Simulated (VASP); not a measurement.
Set up this calculation in VASP 6.6.1, as the native input.

```
Task                   : single point
Functional             : LDA
Potentials or basis    : VASP PAW LDA potentials, release 64 (B, N)
Cutoff                 : 520 eV
k mesh                 : 14 × 14 × 14
Occupations            : gaussian, width 0.02 eV
Spin                   : no spin polarisation
Further INCAR settings : ALGO = Fast; EDIFF = 1e-07; NBANDS = 11
```

The structure of BN lies in POSCAR:

```
BN                                      
1.0
    0.0000000000      1.7918188094      1.7918188094
    1.7918188094      0.0000000000      1.7918188094
    1.7918188094      1.7918188094      0.0000000000
  B               N             
     1     1
Direct
     0.0000000000000000    0.0000000000000000    0.0000000000000000
     0.2500000000000000    0.2500000000000000    0.2500000000000000
```

The input as run:

INCAR

```
SYSTEM = BN
PREC = Accurate ; ENCUT = 520
EDIFF = 1E-7 ; ISMEAR = 0
SIGMA = 0.02 ; LREAL = .False.
LASPH = .True. ; NELM = 80
ALGO = Fast ; ISIF = 2
LWAVE = .False. ; LCHARG = .False.
NBANDS = 11
```

KPOINTS

```
Automatic mesh
0
Gamma
  14 14 14
  0 0 0
```

Potentials or basis: VASP PAW LDA potentials, release 64 (B, N).

Run with:

```console
$ cat potpaw_LDA.64/B/POTCAR potpaw_LDA.64/N/POTCAR > POTCAR
$ mpirun -np 1 vasp_std > vasp.out
```

Results of the run:

```
Pressure               : -0.1 GPa
Band gap on the k mesh : 4.37 eV, indirect (least direct gap 8.81 eV)
```

Wall time 13 s on 1 thread of AMD EPYC 7R13 Processor (Zen 3) (shared host), peak memory 0.09 GiB.
